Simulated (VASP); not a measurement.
# Si, relaxation of the cell: which settings are enough?

Si, Fd-3m (no. 227), 2 atoms in the cell. PBE; PAW potentials Si (PBE set). VASP 6.6.1.

Wanted: cell volume within 1 %; lattice lengths within 0.4 %; shortest distances from each atom, periodic images included within 0.02 Å.

What the run is for: cell; Accuracy asked: screening.

The series start from Plane-wave cutoff (eV): 370; k-point mesh: 6 × 6 × 6; Relaxation passes: 2; Ionic threshold (EDIFFG): -0.005; Electronic threshold (eV): 1e-6; Precision mode (PREC): Accurate; Relaxation algorithm: IBRION=2 POTIM=0.5. Each series keeps the choices made before it, and each single choice may use up half of a tolerance. Times cover all steps of a run.

## Plane-wave cutoff (eV)

| Plane-wave cutoff (eV) | Cell volume (Å³) | Lattice lengths, largest deviation against the largest value | Shortest distances from each atom, periodic images included, largest deviation (Å) | Time (s) |
|---|---|---|---|---|
| 240 | 40.83 | 0.071 % | 0.002 | 8.5 |
| 280 | 40.85 | 0.056 % | 0.001 | 9.5 |
| 320 | 40.87 | 0.035 % | 0.001 | 9.5 |
| 370 | 40.9 | 0.014 % | 0.000 | 9.5 |
| 430 | 40.91 | 0.0039 % | 0.000 | 17 |
| 510 | 40.91 | 0.0044 % | 0.000 | 19 |
| 640 (reference) | 40.91 | 0 % | 0.000 | 24 |

Chosen: 240, the loosest value from which every tighter one stays within half of the tolerance.

## k-point mesh

| k-point mesh | Cell volume (Å³) | Lattice lengths, largest deviation against the largest value | Shortest distances from each atom, periodic images included, largest deviation (Å) | Time (s) |
|---|---|---|---|---|
| 3 × 3 × 3 | 41.63 | 0.67 % | 0.016 | 7.1 |
| 4 × 4 × 4 | 41.06 | 0.21 % | 0.005 | 8.1 |
| 5 × 5 × 5 | 40.89 | 0.069 % | 0.002 | 8.3 |
| 6 × 6 × 6 | 40.83 | 0.023 % | 0.001 | 8.5 |
| 7 × 7 × 7 | 40.81 | 0.007 % | 0.000 | 12 |
| 9 × 9 × 9 (reference) | 40.8 | 0 % | 0.000 | 16 |

Chosen: 5 × 5 × 5.

## Relaxation passes

| Relaxation passes | Cell volume (Å³) | Lattice lengths, largest deviation against the largest value | Shortest distances from each atom, periodic images included, largest deviation (Å) | Time (s) |
|---|---|---|---|---|
| 1 | 40.89 | 0 % | 0.000 | 5.9 |
| 2 | 40.89 | 0 % | 0.000 | 8.3 |
| 3 (reference) | 40.89 | 0 % | 0.000 | 10 |

Chosen: 1.

## Ionic threshold (EDIFFG)

| Ionic threshold (EDIFFG) | Cell volume (Å³) | Lattice lengths, largest deviation against the largest value | Shortest distances from each atom, periodic images included, largest deviation (Å) | Time (s) |
|---|---|---|---|---|
| -0.05 | 40.89 | 0 % | 0.000 | 6.6 |
| -0.02 | 40.89 | 0 % | 0.000 | 6.3 |
| -0.01 | 40.89 | 0 % | 0.000 | 6.0 |
| -0.005 | 40.89 | 0 % | 0.000 | 5.9 |
| -0.002 (reference) | 40.89 | 0 % | 0.000 | 5.6 |

Chosen: -0.05.

## Electronic threshold (eV)

| Electronic threshold (eV) | Cell volume (Å³) | Lattice lengths, largest deviation against the largest value | Shortest distances from each atom, periodic images included, largest deviation (Å) | Time (s) |
|---|---|---|---|---|
| 0.0001 | 40.9 | 0.0093 % | 0.000 | 4.9 |
| 1e-5 | 40.89 | 0.00026 % | 0.000 | 5.3 |
| 1e-6 | 40.89 | 0.00078 % | 0.000 | 6.6 |
| 1e-7 (reference) | 40.89 | 0 % | 0.000 | 6.9 |

Chosen: 0.0001.

## Precision mode (PREC)

| Precision mode (PREC) | Cell volume (Å³) | Lattice lengths, largest deviation against the largest value | Shortest distances from each atom, periodic images included, largest deviation (Å) | Time (s) |
|---|---|---|---|---|
| Normal | 40.9 | 0.00078 % | 0.000 | 3.5 |
| Accurate (reference) | 40.9 | 0 % | 0.000 | 4.9 |

Chosen: Normal.

## Relaxation algorithm

| Relaxation algorithm | Cell volume (Å³) | Lattice lengths, largest deviation against the largest value | Shortest distances from each atom, periodic images included, largest deviation (Å) | Time (s) |
|---|---|---|---|---|
| IBRION=2 POTIM=0.5 | 40.9 | 0 % | 0.000 | 3.5 |
| IBRION=2 POTIM=0.2 | 40.89 | 0.0088 % | 0.000 | 3.6 |
| IBRION=1 POTIM=0.5 | 40.9 | 0.0013 % | 0.000 | 3.5 |
| IBRION=1 POTIM=0.2 | 40.89 | 0.008 % | 0.000 | 3.4 |

Chosen: IBRION=2 POTIM=0.5; no other choice that stays within half of the tolerance saves 30 % of the time.

## All choices together

| Input | Cell volume (Å³) | Lattice lengths, largest deviation against the largest value | Shortest distances from each atom, periodic images included, largest deviation (Å) | Time (s) |
|---|---|---|---|---|
| the program's defaults (naive) | 41.08 | 0.16 % | 0.004 | 2.9 |
| chosen settings | 40.9 | 0.0085 % | 0.000 | 3.5 |
| reference settings throughout | 40.89 | 0 % | 0.000 | 44 |

The tolerance is met.

Values of the reference run: Lattice lengths: 3.867, 3.867, 3.867 Å; Shortest distances from each atom, periodic images included: 2.368, 2.368, 2.368, 2.368, 2.368, 2.368, 2.368, 2.368 Å.

## The input

INCAR.step1:
```
SYSTEM = Si
GGA = PE
ISMEAR = 0
SIGMA = 0.03
LWAVE = .False.
LCHARG = .False.
NSW = 80
PREC = Normal
LASPH = .True.
LREAL = .False.
ALGO = Normal
EDIFF = 1E-4
NELM = 120
GGA_COMPAT = .False.
IBRION = 2
ISIF = 3
EDIFFG = -0.05
NELMIN = 4
ENCUT = 240
EFERMI = MIDGAP
POTIM = 0.5
```

INCAR.step2, as INCAR.step1 but for:
```
- NSW = 80
- IBRION = 2
- ISIF = 3
- EDIFFG = -0.05
- NELMIN = 4
- POTIM = 0.5
+ ISIF = 2
```

KPOINTS:
```
Automatic mesh
0
Gamma
  5 5 5
  0 0 0
```

POSCAR.step1:
```
Si
1.0
    0.0000000000      2.7218511865      2.7218511865
    2.7218511865      0.0000000000      2.7218511865
    2.7218511865      2.7218511865      0.0000000000
Si
2
Direct
    0.5000000000      0.5000000000      0.5000000000
    0.7500000000      0.7500000000      0.7500000000
```

Commands (each step's output is kept before the next begins):
```
cat potpaw_PBE.64/Si/POTCAR > POTCAR
cp INCAR.step1 INCAR
cp POSCAR.step1 POSCAR
mpirun -np 1 vasp_std > vasp.out
cp CONTCAR POSCAR
cp INCAR.step2 INCAR
mpirun -np 1 vasp_std > vasp.out
```

The naive input happens to agree within the tolerance here, in 2.9 s.

The chosen input took VASP 6.6.1 3.5 s on 1 core (Intel Xeon Platinum 8259CL @ 2.50GHz (Skylake/Cascade Lake)), a shared host.
